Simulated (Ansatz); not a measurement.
# EuO: the cost of one run

Program: Ansatz 0.2.0. Level of theory: DFT PBE, scalar-relativistic, plane waves, PAW. These are calculated values, not measurements.

## 1. The starting structure

Symmetry: Fm-3m, No. 225, cubic system. The conventional cell has a = 5.061 Å, b = 5.061 Å, c = 5.061 Å, α = 90.00°, β = 90.00°, γ = 90.00°. Around Eu (site symmetry m-3m) lie 6 O at 2.53 Å. O (site symmetry m-3m) has 6 Eu at 2.53 Å as nearest neighbours.

Coordinates:

```xyz
2
Lattice="0.0000 2.5303 2.5303 2.5303 0.0000 2.5303 2.5303 2.5303 0.0000" Properties=species:S:1:pos:R:3 pbc="T T T"
Eu    0.0000    0.0000    0.0000
O     2.5303    2.5303    2.5303
```

An earlier run at PBE left this cell at 16.200 Å³/atom and 0.11 GPa (12×12×12 mesh).

Volume factors to run: 0.980, 1.020, 0.960, 1.040.

## 2. Scaling the volume by 0.980

File input.yaml:

```yaml
crystal:
  lattice:
    - [0.0, 2.513313437, 2.513313437]
    - [2.513313437, 0.0, 2.513313437]
    - [2.513313437, 2.513313437, 0.0]
  atoms:
    - { symbol: Eu, position: [0.0, 0.0, 0.0], spin: 7.24 }
    - { symbol: O, position: [0.5, 0.5, 0.5] }
basis:
  ecutwfc: 420
  ecutrho_ratio: 4
kpoints:
  mp_grid: { grid: [12, 12, 12] }
hamiltonian:
  xc: pbe
scf:
  occupations: { method: gaussian, width: 0.05 }
output:
  forces: true
  stress: true
  eigenvalues: true
  populations: true
magnetization:
  spin_polarized: true
```

Launch:

```bash
$ ansatz run input.yaml --threads 2 --pin off --max-ram 5120MiB --backend cpu --events-out ev --progress --plain --runs-dir out
```

Q: Estimate wall time and peak memory on 2 threads of AMD EPYC 7B13 (Zen 3), shared host.

About 4.3 s, with a peak of 0.46 GiB.
